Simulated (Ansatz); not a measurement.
## Changed inputs in constrained RPA: TaBr3 (honeycomb trihalide sheet)

Wanted: the sensitivity and cost of U and J for TaBr3 (honeycomb trihalide sheet).

Calculated with Ansatz 0.2.0; constrained RPA on LDA, plane waves, PAW.

## Step 1: The structure

The cell holds 8 atoms: 2 Ta and 6 Br. Cell: a = 5.919 Å, b = 5.919 Å, c = 29.859 Å, α = 90.0°, β = 90.0°, γ = 120.0°. Vacuum lies along c.

The structure was relaxed with LDA. The structure was generated from a model, not taken from a measurement. The runs that relaxed it are not among those shown. The program's search for lower electronic states was switched off, so nothing shows that the state found is the lowest. Spin-orbit coupling is left out unless a step names it. The default PAW set here is soft_2. Its files were made with PBE. The Coulomb interaction is cut off across the vacuum.

## Step 2: Base: Ta t2g, bands v2 to c4, 6×6×1 mesh, medium accuracy

Constrained RPA screens the interaction with every transition except those inside the target bands, which a later many-body model would treat itself.

input.yaml reads:

```yaml
crystal:
  lattice:
    - [4.83316635, -2.41658318, 2.41658318]
    - [-2.41658318, -2.41658318, -4.83316635]
    - [17.23921716, 17.23921716, -17.23921716]
  atoms:
    - { symbol: Ta, position: [0.3333333333, 0.6666666667, 0.3186555567] }
    - { symbol: Ta, position: [0.6666666667, 0.3333333333, 0.3186555567] }
    - { symbol: Br, position: [0.3213057264, 0.0, 0.3720803253] }
    - { symbol: Br, position: [0.0, 0.3213057264, 0.3720803253] }
    - { symbol: Br, position: [0.6786942736, 0.6786942736, 0.3720803253] }
    - { symbol: Br, position: [0.6786942736, 0.0, 0.2652307882] }
    - { symbol: Br, position: [0.0, 0.6786942736, 0.2652307882] }
    - { symbol: Br, position: [0.3213057264, 0.3213057264, 0.2652307882] }
  periodic: [true, true, false]
kpoints:
  mp_grid: { grid: [6, 6, 1] }
hamiltonian:
  xc: lda
scf:
  occupations: { method: gaussian, width: 0.08 }
  n_extra_bands: 24
  max_iter: 150
  lower_state_search: "off"
output:
  crpa:
    kmesh: [6, 6, 1]
    target_bands: [v2, c4]
    projections: [{ species: Ta, l: d, shell: 5, orbitals: [dxz, dyz, dxy] }]
  local_orbitals:
    kmesh: [12, 12, 1]
    orbitals: [{ species: Ta, l: d, shell: 5, orbitals: [dxz, dyz, dxy] }]
    window: { bands: [v2, c4] }
    seedname: lo
```

Run with:

```sh
ansatz run input.yaml --threads 4 --pin off --max-ram 14745MiB --backend cpu --events-out ev --progress --plain --runs-dir out
```

Numbers of over 12 decimals in the logs are rounded to 6 here.

The log of the run:

```text
Warning: crystal.periodic: the lattice vector that does not repeat stood 1e-7° off the slab's normal, 29.859 Å along it as the deck builds it. The run solves the slab on a vector along the normal, 29.859 Å long, with every atom where it was (on the deck's vector they left 26.67 Å outside them, and the widest stretch free of ions among them is 1.60 Å). A fractional position that the run reports is one of the run's cel [...]
crystal.periodic: the lattice vector that does not repeat stood 1e-7° off the slab's normal, 29.859 Å along it as the deck builds it. The run solves the slab on a vector along the normal, 29.859 Å long, with every atom where it was (on the deck's vector they left 26.67 Å outside them, and the widest stretch free of ions among them is 1.60 Å). A fractional position that the run reports is one of the run's cell, which  [...]
scf.n_extra_bands = 24 over 34 filled bands (N_el = 68.0): the run solves 58 bands
Engine: ansatz 0.2.0, aarch64-unknown-linux-gnu
Pseudopotentials: kind: paw
Pseudopotential: Ta, paw, valence charge 13, recommended cutoff 420 eV (normal), Ta.paw.azcp
Pseudopotential: Br, paw, valence charge 7, recommended cutoff 420 eV (normal), Br.paw.azcp
Functional definition: SPW92
  exchange = slater_x
  correlation = pw_c
Crystal: 8 atoms, lattice volume = 906.074 Å³
Basis set: ecut = 420 eV, 17619 PW (Γ)
Bands: 58, of which v1, the nominal top of the filled ones, is band 34 counted from 1 (33 counted from 0)
Symmetry: 12 space group operations
Space group: P-31m (ITA 162), of the structure as read, at distance tolerance 9.7e-5 Å
k-points: 7 of 36
Non-local potential: Ta, projectors of the file, l = 0: 3, l = 1: 2, l = 2: 2, l = 3: 1
Non-local potential: Br, projectors of the file, l = 0: 2, l = 1: 2, l = 2: 2
PAW form: soft (Blöchl's): semilocal exchange-correlation on the pseudo side does not see the compensation charge
PAW frozen core: Ta, regenerated for the run's functional, and the local potential with it (the file was generated under x = pbe(κ = 0.804, μ = 0.219515), c = pbe(β = 0.066725))
PAW frozen core: Br, regenerated for the run's functional, and the local potential with it (the file was generated under x = pbe(κ = 0.804, μ = 0.219515), c = pbe(β = 0.066725))
PAW one-centre angular grid: Ta, 590 points (default); XC on 64 Gauss nodes
PAW one-centre angular grid: Br, 110 points (default); XC on 64 Gauss nodes
Initial density: superposition of atomic densities (neutral atoms: chi_scale 0, normalization atom), corrected by the library's trained network
Initial wavefunctions: pseudopotential atomic-orbital guess
Functional: x = slater, c = lda
SCF iter   1: F=—  HF=-35533.862644 eV  |F-HF|=—  |Δ(HF+E_count)|=         —  Δρ=2.18e-3  dr2=2.84e-2  ethr=1.77e-3  ⟨swp⟩=13.0  Hψ=3108  notcnv=0  defer=70
[...]
cRPA screening: q 2/36
cRPA screening: q 6/36 (q-point 3)
cRPA screening: q 10/36 (q-point 4)
cRPA screening: q 12/36 (q-point 8)
cRPA screening: q 14/36 (q-point 9)
cRPA screening: q 18/36 (q-point 10)
cRPA screening: q 22/36 (q-point 11)
cRPA screening: q 26/36 (q-point 12)
cRPA screening: q 28/36 (q-point 15)
cRPA screening: q 30/36 (q-point 16)
cRPA screening: q 34/36 (q-point 17)
cRPA screening: q 36/36 (q-point 22)
SCF converged after 8 iterations
Free energy (F): -35533.861251 eV
Harris-Foulkes:  -35533.861251 eV  (|F-HF|=1.11e-7)
Internal energy: -35533.835715 eV  (E = F + TS)
E sigma→0 (E₀):  -35533.848483 eV
Entropy (-TS):   -0.025536 eV (-3.192 meV/atom)
Fermi energy:    -4.567263 eV
--- Per-component energies (eV) ---
  E_band       = -1373.773781
  E_kinetic    = 1542.730055
  E_local      = -84345.478735  (includes V_loc(G=0)·N_el)
  E_nonlocal   = 472.085777
  E_hartree    = 41152.555420
  E_xc         = -2001.997920
  E_vxc        = -1038.596866  (∫ρ·V_xc dr)
  E_paw        = -29262.818879  (= ΣΔE_a)
  E_vpaw       = -309.614230  (= ΣTr[D̂ρ^β])
  E_aug_tail   = 0.000316  (compensation charges beyond the density's cutoff)
  E_ewald      = 36907.331377
  E_core_change = 1.756873  (= ΣΔE_core)
  E_smearing   = -0.025536  (= −TS)
  E_closure    = -0.000000  (closes the sum)
  Σ components = -35533.861251   (vs F -35533.861251, Δ=0.00e0)
--- Band table (eV; the first three rows and the last of 7) ---
  k-point 0: bands = [... 30 lower, -6.5517, -6.5517, -4.4422, -4.2668, -4.2668, -3.4137, -3.4137, -3.2688, ... 20 higher]
  k-point 1: bands = [... 30 lower, -7.2268, -6.7536, -4.4596, -4.4553, -4.2899, -3.3388, -3.3385, -3.0986, ... 20 higher]
  k-point 2: bands = [... 30 lower, -7.4008, -7.1203, -4.9829, -4.5898, -4.4043, -3.2788, -3.1903, -2.7999, ... 20 higher]
  k-point 6: bands = [... 30 lower, -7.4216, -7.4216, -5.1769, -5.0808, -5.0808, -2.8886, -2.8886, -2.8504, ... 20 higher]
  the weakly bound empty levels are not read free of the cell's end (no_gap_told)
--- cRPA (band scheme, projected local orbitals): target bands 33..38 (1-based), 6 Wannier function(s), 6×6×1 mesh, 76 bands' worth read of 81 solved, ecut_chi 136.0 eV, v(q+G=0) probe_charge, pair densities all_electron ---
  χ-basis size per q: N_G = 3228..3281
  window electrons = 4.0000, filled by tetrahedron_uncorrected; constrained ε̄⁻¹(q = 0, 0) head = 0.695061; min gauge Gram eig = 0.6185
  Kanamori averages over each shell's own Wannier functions (sites counted from 0, functions from 1):
  Each shell's averages of U are screened by what lies outside the whole window alone: parameters of one model of all the shells.
    Site 0, 5D, 3 of 5 d orbitals (Wannier functions 1, 2, 3; wannier90's mr 2, 3, 5):
      screened: U = 3.2963 eV, U' = 2.7623 eV, J = 0.2368 eV
      screened, to within: U = 8.4e-3 eV, U' = 8.4e-3 eV, J = 5.0e-4 eV
      bare: V = 9.4292 eV, V' = 8.6712 eV, J = 0.3375 eV
    Site 1, 5D, 3 of 5 d orbitals (Wannier functions 4, 5, 6; wannier90's mr 2, 3, 5):
      screened: U = 3.2963 eV, U' = 2.7623 eV, J = 0.2368 eV
      screened, to within: U = 8.4e-3 eV, U' = 8.4e-3 eV, J = 5.0e-4 eV
      bare: V = 9.4292 eV, V' = 8.6712 eV, J = 0.3375 eV
  Hermiticity witness max|P − P†| over intra, direct and exchange elements: 5.77e-15 eV (screened), 5.40e-17 eV (bare)
  Reality witness max|Im| over intra, direct and exchange elements: 1.56e-16 eV (screened), 3.19e-16 eV (bare)
```

Run time: 22 min. Hardware: 4 threads of Arm Neoverse V2, shared host; peak memory 5.5 GiB.

Reading the cycles: dr2 is the Hartree energy of the density residual (eV), the measure of convergence; HF is the Harris–Foulkes estimate of the energy, which meets the free energy F at convergence.

This step gave:

- U: 3.296 eV
- U prime (inter-orbital): 2.762 eV
- J: 0.2368 eV
- bare V: 9.429 eV
- bare J: 0.3375 eV
- stated bound on U: 0.008343 eV
- U over bare V: 0.3496
- electrons in the window: 4.000
- head of the constrained inverse dielectric matrix: 0.6951
- least eigenvalue of the projection's overlap: 0.6185
- target functions: 6
- bands in the sums: 76
- r.m.s. miss of the model bands: 1.30e-5 eV
- width of the target bands: 2.727 eV
- weight of the projected orbitals in the window: 0.7751

On the Ta t2g shell, screening brings the on-site interaction from 9.4 eV down to U = 3.30 eV.

## Step 3: Changed: 3×3×1 mesh

input.yaml: that of step 2 with these lines changed.

```diff
@@ -26,9 +26,4 @@
   crpa:
-    kmesh: [6, 6, 1]
+    kmesh: [3, 3, 1]
     target_bands: [v2, c4]
     projections: [{ species: Ta, l: d, shell: 5, orbitals: [dxz, dyz, dxy] }]
-  local_orbitals:
-    kmesh: [12, 12, 1]
-    orbitals: [{ species: Ta, l: d, shell: 5, orbitals: [dxz, dyz, dxy] }]
-    window: { bands: [v2, c4] }
-    seedname: lo
```

The log of the run:

```text
[...]
Crystal: 8 atoms, lattice volume = 906.074 Å³
Basis set: ecut = 420 eV, 17619 PW (Γ)
Bands: 58, of which v1, the nominal top of the filled ones, is band 34 counted from 1 (33 counted from 0)
[... 1 set-up line as in the run before ...]
[...]
k-points: 7 of 36
[...]
SCF iter   1: F=—  HF=-35533.862644 eV  |F-HF|=—  |Δ(HF+E_count)|=         —  Δρ=2.18e-3  dr2=2.84e-2  ethr=1.77e-3  ⟨swp⟩=13.0  Hψ=3108  notcnv=0  defer=70
[...]
SCF iter   8: F=-35533.861251 eV  HF=-35533.861251 eV  |F-HF|=1.11e-7  |Δ(HF+E_count)|=   7.76e-7  Δρ=1.17e-6  dr2=1.38e-8  ethr=1.47e-10  ⟨swp⟩=27.6  Hψ=3305  notcnv=0
SCF 1 converged in 8 iterations: F = -35533.861251 eV  dr2 = 1.38e-8
[...]
NSCF: frozen V_eff on 3 k-points
[...]
cRPA screening: q 1/9
cRPA screening: q 2/9
cRPA screening: q 6/9 (q-point 5)
cRPA screening: q 8/9 (q-point 6)
[...]
k-point 1: bands = [... 30 lower, -7.2268, -6.7536, -4.4596, -4.4553, -4.2899, -3.3388, -3.3385, -3.0986, ... 20 higher]
  k-point 2: bands = [... 30 lower, -7.4008, -7.1203, -4.9829, -4.5898, -4.4043, -3.2788, -3.1903, -2.7999, ... 20 higher]
  k-point 6: bands = [... 30 lower, -7.4216, -7.4216, -5.1769, -5.0808, -5.0808, -2.8886, -2.8886, -2.8504, ... 20 higher]
  the weakly bound empty levels are not read free of the cell's end (no_gap_told)
[...]
χ-basis size per q: N_G = 3228..3273
[...]
Site 0, 5D, 3 of 5 d orbitals (Wannier functions 1, 2, 3; wannier90's mr 2, 3, 5):
      screened: U = 3.2883 eV, U' = 2.7553 eV, J = 0.2367 eV
      screened, to within: U = 8.9e-3 eV, U' = 8.9e-3 eV, J = 5.5e-4 eV
      bare: V = 9.4606 eV, V' = 8.7042 eV, J = 0.3372 eV
    Site 1, 5D, 3 of 5 d orbitals (Wannier functions 4, 5, 6; wannier90's mr 2, 3, 5):
      screened: U = 3.2883 eV, U' = 2.7553 eV, J = 0.2367 eV
      screened, to within: U = 8.9e-3 eV, U' = 8.9e-3 eV, J = 5.5e-4 eV
      bare: V = 9.4606 eV, V' = 8.7042 eV, J = 0.3372 eV
[...]
[key lines of the parts left out:]
SCF converged after 8 iterations
Free energy (F): -35533.861251 eV
Fermi energy:    -4.567263 eV
```

The job ended after 3.9 min (4 threads; peak memory 4.8 GiB; 14 min of CPU time).

This step gave:

- U: 3.288 eV
- U prime (inter-orbital): 2.755 eV
- J: 0.2367 eV
- bare V: 9.461 eV
- bare J: 0.3372 eV
- stated bound on U: 0.008894 eV
- U over bare V: 0.3476
- electrons in the window: 4.000
- head of the constrained inverse dielectric matrix: 0.6546
- least eigenvalue of the projection's overlap: 0.6442
- target functions: 6
- bands in the sums: 76
- width of the target bands: 2.727 eV
- weight of the projected orbitals in the window: 0.7751

On the Ta t2g shell, screening brings the on-site interaction from 9.5 eV down to U = 3.29 eV.

## Step 4: Changed: more bands than orbitals

input.yaml: that of step 3 with these lines changed.

```diff
@@ -26,4 +26,4 @@
   crpa:
-    kmesh: [3, 3, 1]
-    target_bands: [v2, c4]
+    kmesh: [6, 6, 1]
+    target_bands: [v2, c5]
     projections: [{ species: Ta, l: d, shell: 5, orbitals: [dxz, dyz, dxy] }]
```

The log of the run:

```text
Error: invalid value for `output.crpa.projections`: 6 orbital(s) selected but the target window spans 7 band(s); name one orbital per band of it
crystal.periodic: the vector that does not repeat, 1e-7° off the slab's normal and 29.859 Å along it as the deck builds it, stands along the normal, 29.859 Å long
```

Wall time 0.12 s (4 threads); peak memory 0.087 GiB.

The program refused the input before any cycle.

The program's message: “Error: invalid value for `output.crpa.projections`: 6 orbital(s) selected but the target window spans 7 band(s); name one orbital per band of it”

The fault put into this input: more bands than orbitals.

## Step 5: Changed: strain -3%

The cell differs from the one that the last finished run ended in (a 5.919 → 5.742 Å, b 5.919 → 5.742 Å).

input.yaml: that of step 4 with these lines changed.

```diff
@@ -2,4 +2,4 @@
   lattice:
-    - [4.83316635, -2.41658318, 2.41658318]
-    - [-2.41658318, -2.41658318, -4.83316635]
+    - [4.6881713595, -2.3440856846, 2.3440856846]
+    - [-2.3440856846, -2.3440856846, -4.6881713595]
     - [17.23921716, 17.23921716, -17.23921716]
@@ -27,3 +27,8 @@
     kmesh: [6, 6, 1]
-    target_bands: [v2, c5]
+    target_bands: [v2, c4]
     projections: [{ species: Ta, l: d, shell: 5, orbitals: [dxz, dyz, dxy] }]
+  local_orbitals:
+    kmesh: [12, 12, 1]
+    orbitals: [{ species: Ta, l: d, shell: 5, orbitals: [dxz, dyz, dxy] }]
+    window: { bands: [v2, c4] }
+    seedname: lo
```

The log of the run:

```text
[...]
Crystal: 8 atoms, lattice volume = 852.525 Å³
Basis set: ecut = 420 eV, 16695 PW (Γ)
Bands: 58, of which v1, the nominal top of the filled ones, is band 34 counted from 1 (33 counted from 0)
[... 1 set-up line as in the run before ...]
[...]
k-points: 7 of 36
[...]
screened: U = 3.1189 eV, U' = 2.6118 eV, J = 0.2224 eV
      screened, to within: U = 7.5e-3 eV, U' = 7.5e-3 eV, J = 4.6e-4 eV
      bare: V = 9.1119 eV, V' = 8.3813 eV, J = 0.3177 eV
    Site 1, 5D, 3 of 5 d orbitals (Wannier functions 4, 5, 6; wannier90's mr 2, 3, 5):
      screened: U = 3.1189 eV, U' = 2.6118 eV, J = 0.2224 eV
      screened, to within: U = 7.5e-3 eV, U' = 7.5e-3 eV, J = 4.6e-4 eV
      bare: V = 9.1119 eV, V' = 8.3813 eV, J = 0.3177 eV
[...]
[key lines of the parts left out:]
SCF converged after 8 iterations
Free energy (F): -35533.640378 eV
Fermi energy:    -4.521868 eV
```

Run time: 21 min. Hardware: 4 threads; peak memory 5.4 GiB; 83 min of CPU time.

This step gave:

| Quantity | Value |
| --- | --- |
| U | 3.119 eV |
| U prime (inter-orbital) | 2.612 eV |
| J | 0.2224 eV |
| bare V | 9.112 eV |
| bare J | 0.3177 eV |
| stated bound on U | 0.007465 eV |
| U over bare V | 0.3423 |
| electrons in the window | 4.000 |
| head of the constrained inverse dielectric matrix | 0.6753 |
| least eigenvalue of the projection's overlap | 0.5805 |
| target functions | 6 |
| bands in the sums | 76 |
| r.m.s. miss of the model bands | 3.65e-5 eV |
| width of the target bands | 3.120 eV |
| weight of the projected orbitals in the window | 0.7523 |

On the Ta t2g shell, screening brings the on-site interaction from 9.1 eV down to U = 3.12 eV.

## Step 6: Side by side

Times are wall times on 4 threads of Arm Neoverse V2, shared host, good to a factor of about two.

| run | bare V (eV) | U (eV) | J (eV) | bound on U (eV) | width (eV) | time |
| --- | --- | --- | --- | --- | --- | --- |
| target window | 9.43 | 3.296 | 0.237 | 0.0083 | 2.73 | 22 min |
| 3×3×1 mesh | 9.46 | 3.288 | 0.237 | 0.0089 | 2.73 | 3.9 min |
| strain -3% | 9.11 | 3.119 | 0.222 | 0.0075 | 3.12 | 21 min |

## Step 7: Results

```json
{
 "target window": "U 3.30 eV, J 0.24 eV",
 "3×3×1 mesh": "U 3.29 eV, J 0.24 eV",
 "strain -3%": "U 3.12 eV, J 0.22 eV"
}
```

What this shows: 3×3×1 mesh moves U by −0.01 eV (within the solver's bounds, for the mean over orbitals) at 0.18 times the time. Strain -3% moves U by −0.18 eV. The printed bound covers the solver alone, not the mesh, and no denser mesh than the base was run. The parent state is non-magnetic and the interaction static (zero frequency); U depends on the window and the orbitals, so it belongs to this model alone. Spin-orbit coupling, which is strong for atoms this heavy, is left out.

[Paths, hosts, dates, memory and timing lines, banners, echoed tables and standing remarks are left out of the program output.]

[Logs are printed without paths, hosts, clocks, repeated set-up lines and the standing remarks that a program may print on its own settings, such as how far it seeks lower states.]

[Runs of the session that timed out or met a known fault of the program may be left out.]

[Hosts, paths, dates, database ids (printed as entryN), source tags and the programs' standing remarks are cut or masked in the printed files.]
